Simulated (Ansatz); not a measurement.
# Mo: the cost of one run

Computed with Ansatz 0.2.0 (DFT r2SCAN, scalar-relativistic, plane waves, PAW, unless a step's input says otherwise).

### 1 Starting point

The structure is cubic, space group Fd-3m (No. 227). Conventional cell: a = 5.257 Å, b = 5.257 Å, c = 5.257 Å, α = 90.00°, β = 90.00°, γ = 90.00°. Around Mo (site symmetry -43m) lie 4 Mo at 2.28 Å.

Structure file:

```cif
data_structure
_symmetry_space_group_name_H-M 'P 1'
_symmetry_Int_Tables_number 1
_cell_length_a 3.7169
_cell_length_b 3.7169
_cell_length_c 3.7169
_cell_angle_alpha 60.000
_cell_angle_beta 60.000
_cell_angle_gamma 60.000
_cell_volume 36.31
loop_
_atom_site_label
_atom_site_type_symbol
_atom_site_fract_x
_atom_site_fract_y
_atom_site_fract_z
_atom_site_occupancy
Mo1 Mo 0.50000 0.50000 0.50000 1
Mo2 Mo 0.75000 0.75000 0.75000 1
```

This is candidate A: diamond type (Fd-3m, No. 227).

(A quick probe on a coarse mesh, which set the mesh and smearing, is not shown.)

### 3 Rough relaxation on the coarse mesh (candidate A)

Input file input.yaml:

```yaml
crystal:
  lattice:
    - [0.0, 2.6282640351, 2.6282640351]
    - [2.6282640351, 0.0, 2.6282640351]
    - [2.6282640351, 2.6282640351, 0.0]
  atoms:
    - { symbol: Mo, position: [0.5, 0.5, 0.5] }
    - { symbol: Mo, position: [0.75, 0.75, 0.75] }
basis:
  ecutwfc: 500
kpoints:
  mp_grid: { grid: [6, 6, 6] }
hamiltonian:
  xc: r2scan
scf:
  occupations: { method: gaussian, width: 0.1 }
  lower_state_search: "off"
output:
  forces: true
  stress: true
  eigenvalues: true
relax:
  adjacent_minimum: "off"
  f_tol: 0.04
  max_steps: 70
  cell: { stress_tol: 0.4 }
```

What time and memory should one allow on 1 thread of an x86-64 CPU, shared host?

About 7 s, with a peak of 0.55 GiB.
